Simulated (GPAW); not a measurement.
Runs of GPAW 26.7.0 on Cu. It takes space group Fm-3m (No. 225, cubic). Conventional cell: a = 3.615 Å, b = 3.615 Å, c = 3.615 Å, α = 90.00°, β = 90.00°, γ = 90.00°. Around Cu (site symmetry m-3m) lie 12 Cu at 2.56 Å. 

| task | level | potentials or basis | cell | smearing | band path | band points | eigensolver | optimizer | fmax | gap on the mesh (eV) | pressure (GPa) | V0 of scaled cells (Å³/atom) | relaxed volume (Å³/atom) | B0 (GPa) |
| --- | --- | --- | --- | --- | --- | --- | --- | --- | --- | --- | --- | --- | --- | --- |
| band structure | LDA | the program's PAW data sets (release 1.2.1) made for this functional, pw | as given | fermi-dirac 0.05 eV | GXWKGLUWLK,UX | 60 | - | - | - | - | -11.5 | - | - | - |
| relaxation of cell and atoms | BLYP | PAW data sets generated in the run's folder for this functional, pw | relaxed | fermi-dirac 0.05 eV | - | - | davidson | BFGS | 0.01 eV/Å | none | 0.0 | - | (c) | - |
| relaxation of cell and atoms | BLYP+D4 | PAW data sets generated in the run's folder for this functional, pw | relaxed | fermi-dirac 0.05 eV | - | - | davidson | BFGS | 0.05 eV/Å | none | 0.1 | - | (a) | - |
| equation of state | optB88-vdW | GPAW PAW data sets (gpaw-data 1.2.1), pw | as given | fermi-dirac 0.05 eV | - | - | - | - | - | - | - | (b) | - | 128 |
| band structure | M06-L | GPAW PAW data sets (gpaw-data 1.2.1), pw | as given | fermi-dirac 0.05 eV | GXWKGLUWLK,UX | 100 | - | - | - | - | -3.6 | - | - | - |
| equation of state | BLYP+D3(BJ) | PAW data sets generated in the run's folder for this functional, pw | as given | fermi-dirac 0.05 eV | - | - | davidson | - | - | - | - | 11.16 | - | 174 |
| single point | LDA | the program's PAW data sets (release 1.2.1) made for this functional, pw | as given | gaussian 0.02 eV | - | - | - | - | - | none | -11.5 | - | - | - |
| band structure | r2SCAN | GPAW PAW data sets (gpaw-data 1.2.1), pw | as given | fermi-dirac 0.05 eV | GXWKGLUWLK,UX | 80 | - | - | - | - | -3.3 | - | - | - |
| band structure | LDA | the program's PAW data sets (release 1.2.1) made for this functional, pw | as given | fermi-dirac 0.05 eV | GXWKGLUWLK,UX | 100 | - | - | - | - | -11.5 | - | - | - |
| band structure | revPBE | the program's PAW data sets (release 1.2.1) made for this functional, pw | as given | fermi-dirac 0.05 eV | GXWKGLUWLK,UX | 100 | - | - | - | - | 6.9 | - | - | - |
| band structure | BLYP | PAW data sets generated in the run's folder for this functional, pw | as given | fermi-dirac 0.05 eV | GXWKGLUWLK,UX | 60 | davidson | - | - | - | 10.1 | - | - | - |
| relaxation of cell and atoms | PBEsol | PAW data sets generated in the run's folder for this functional, pw | relaxed | fermi-dirac 0.05 eV | - | - | - | BFGS | 0.02 eV/Å | none | 0.1 | - | 11.44 | - |

Alike in all rows: no spin polarisation; k mesh 13 × 13 × 13; cutoff (eV) 600.

Fill in the values left out.

(a) 11.45; (b) 12.42; (c) 12.69.

Caveats: with this Cu data set, volumes or pressures lay over 1.5 % or 2 GPa off other programs in two to four cells of ten; later steps reuse the first step's grids (some runs); the PAW data sets were made with another functional, which shifts forces and pressure a little (some runs); pairwise dispersion overbinds metals, which lowers pressure and volume (some runs).

A gap of «none» marks a metal or a gap under the smearing width.

Runs at the PBE level aren't shown here.
